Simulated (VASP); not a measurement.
ZnS in VASP 6.6.1, single-point calculation

INCAR

```
LASPH = .TRUE.
EDIFF = 1E-7
ENCUT = 520
LDAUTYPE = 2
LDAUL = 2 -1
ISMEAR = 1
SIGMA = 0.2
LDAUJ = 0 0
NSW = 0
IBRION = -1
LREAL = .FALSE.
NBANDS = 16
LCHARG = .FALSE.
LWAVE = .FALSE.
LMAXMIX = 4
ISIF = 2
NELM = 120
LDAUU = 8.0 0
GGA = PE
PREC = Accurate
LDAU = .TRUE.
```

KPOINTS

```
KPOINTS created by Atomic Simulation Environment
0
Gamma
8 8 8
0 0 0
```

POSCAR

```
Zn S
 1.0000000000000000
     0.0000000000000000    2.6940858315445904    2.6940858315445904
     2.6940858315445904    0.0000000000000000    2.6940858315445904
     2.6940858315445904    2.6940858315445904    0.0000000000000000
 Zn  S
   1   1
Cartesian
  0.0000000000000000  0.0000000000000000  0.0000000000000000
  1.3470429157722950  1.3470429157722950  1.3470429157722950
```

The recommended PBE PAW datasets give the neutral cell 18 valence electrons.

Command

```
mpirun -np 1 vasp_std
```

OSZICAR

```
N       E                     dE             d eps       ncg     rms          rms(c)
DAV:   1     0.925382304160E+02    0.92538E+02   -0.92345E+03   928   0.136E+03
DAV:   2    -0.138484754399E+00   -0.92677E+02   -0.87370E+02  1072   0.275E+02
DAV:   3    -0.666888643913E+01   -0.65304E+01   -0.65146E+01  1160   0.711E+01
DAV:   4    -0.673214559443E+01   -0.63259E-01   -0.63252E-01  1120   0.737E+00
DAV:   5    -0.673268082125E+01   -0.53523E-03   -0.53522E-03  1216   0.584E-01    0.857E+00
DAV:   6    -0.643809556140E+01    0.29459E+00   -0.47790E-01  1360   0.141E+01    0.624E+00
DAV:   7    -0.642604592795E+01    0.12050E-01   -0.17602E-01  1128   0.342E+00    0.241E+00
DAV:   8    -0.642926144331E+01   -0.32155E-02   -0.13680E-02  1040   0.967E-01    0.549E-01
DAV:   9    -0.642973995556E+01   -0.47851E-03   -0.10663E-03  1120   0.410E-01    0.133E-01
DAV:  10    -0.642977884205E+01   -0.38886E-04   -0.13005E-04  1016   0.137E-01    0.448E-02
DAV:  11    -0.642985754164E+01   -0.78700E-04   -0.95815E-05  1072   0.854E-02    0.265E-02
DAV:  12    -0.642985756212E+01   -0.20480E-07   -0.61018E-06  1208   0.462E-02    0.301E-03
DAV:  13    -0.642985828311E+01   -0.72099E-06   -0.12402E-06  1096   0.901E-03    0.976E-04
DAV:  14    -0.642985830123E+01   -0.18112E-07   -0.10723E-07   952   0.506E-03
   1 F= -.64298583E+01 E0= -.64302402E+01  d E =0.114581E-02
```

From OUTCAR

```
k-points           NKPTS =     29   k-points in BZ     NKDIM =     29   number of bands    NBANDS=     16

   NELECT =      18.0000    total number of electrons

   dimension x,y,z NGX =    28 NGY =   28 NGZ =   28
   dimension x,y,z NGXF=    56 NGYF=   56 NGZF=   56

  energy-cutoff  :      520.00
  volume of cell :       39.11
      direct lattice vectors                 reciprocal lattice vectors
     0.000000000  2.694085832  2.694085832    -0.185591711  0.185591711  0.185591711
     2.694085832  0.000000000  2.694085832     0.185591711 -0.185591711  0.185591711
     2.694085832  2.694085832  0.000000000     0.185591711  0.185591711 -0.185591711

 k-points in reciprocal lattice and weights: KPOINTS created by Atomic Simulation Env
   0.00000000  0.00000000  0.00000000       0.002
   0.12500000  0.00000000  0.00000000       0.016
   0.25000000  0.00000000  0.00000000       0.016
   0.37500000  0.00000000  0.00000000       0.016
   0.50000000  0.00000000  0.00000000       0.008
   0.12500000  0.12500000  0.00000000       0.012
   0.25000000  0.12500000  0.00000000       0.047
   0.37500000  0.12500000  0.00000000       0.047
   ...

 E-fermi :   1.8070

 k-point     1 :       0.0000    0.0000    0.0000
  band No.  band energies     occupation
      1     -10.9924      2.00000
      2      -7.4316      2.00000
      3      -7.4316      2.00000
      4      -7.4316      2.00000
      5      -7.0106      2.00000
      6      -7.0106      2.00000
      7       1.7460      1.49048
      8       1.7460      1.49048
      9       1.7460      1.49047
     10       4.4164     -0.00000
     11       8.6632      0.00000
     12       8.6632      0.00000
     13       8.6632      0.00000
     14      13.2525      0.00000
     15      13.2525      0.00000
     16      14.1502      0.00000

 k-point     2 :       0.1250    0.0000    0.0000
  band No.  band energies     occupation
      1     -10.8938      2.00000
      2      -7.4167      2.00000
      3      -7.4167      2.00000
      4      -7.3877      2.00000
      5      -7.0118      2.00000
      6      -7.0118      2.00000
      7       0.6927      2.00000
      8       1.6253      2.02573
      9       1.6253      2.02573
     10       5.2107     -0.00000
     11       8.5188      0.00000
     12       8.9028      0.00000
     13       8.9028      0.00000
     14      12.7183      0.00000
     15      12.7183      0.00000
     16      14.8962      0.00000

 k-point     3 :       0.2500    0.0000    0.0000
  band No.  band energies     occupation
      1     -10.6502      2.00000
      2      -7.3832      2.00000
      3      -7.3832      2.00000
      4      -7.2256      2.00000
      5      -7.0118      2.00000
      6      -7.0118      2.00000
      7      -1.0158      2.00000
      8       1.3613      2.00713
      9       1.3613      2.00713
     10       5.7594     -0.00000
     11       9.1053      0.00000
     12       9.1957      0.00000
     13       9.1957      0.00000
     14      12.6003      0.00000
     15      12.6003      0.00000
     16      14.2342      0.00000

 ...

  Total       -0.2435119     -0.2435119     -0.2435119     -0.0000000     -0.0000000     -0.0000000
  in kB       -9.9762313     -9.9762313     -9.9762313     -0.0000000     -0.0000000     -0.0000000
  external PRESSURE =      -9.9762313 kB  Pullay stress =       0.0000000 kB

 POSITION                                       TOTAL-FORCE (eV/Angst)
 -----------------------------------------------------------------------------------
      0.00000      0.00000      0.00000         0.000000      0.000000      0.000000
      1.34704      1.34704      1.34704        -0.000000     -0.000000     -0.000000
 -----------------------------------------------------------------------------------
    total drift:                                0.000001      0.000001      0.000001

  FREE ENERGIE OF THE ION-ELECTRON SYSTEM (eV)
  ---------------------------------------------------
  free  energy   TOTEN  =        -6.4298583012 eV

  energy  without entropy=       -6.4310041121  energy(sigma->0) =       -6.43024024
```

It converged. Results: gap between bands v and c on the k mesh 2.67 eV; least direct gap on the k mesh 2.67 eV; pressure -1.0 GPa. Band v is the last that the valence electrons fill when counted band by band, and c is the next.

For comparison, a separate PBE run of the intended cell, on usual settings and not on those above, gives a gap of 2.15 eV on its mesh and a pressure of 2.5 GPa.

The run above took about 15 s on one core of a shared host (Intel Xeon Platinum 8488C) and held 0.16 GiB at most.
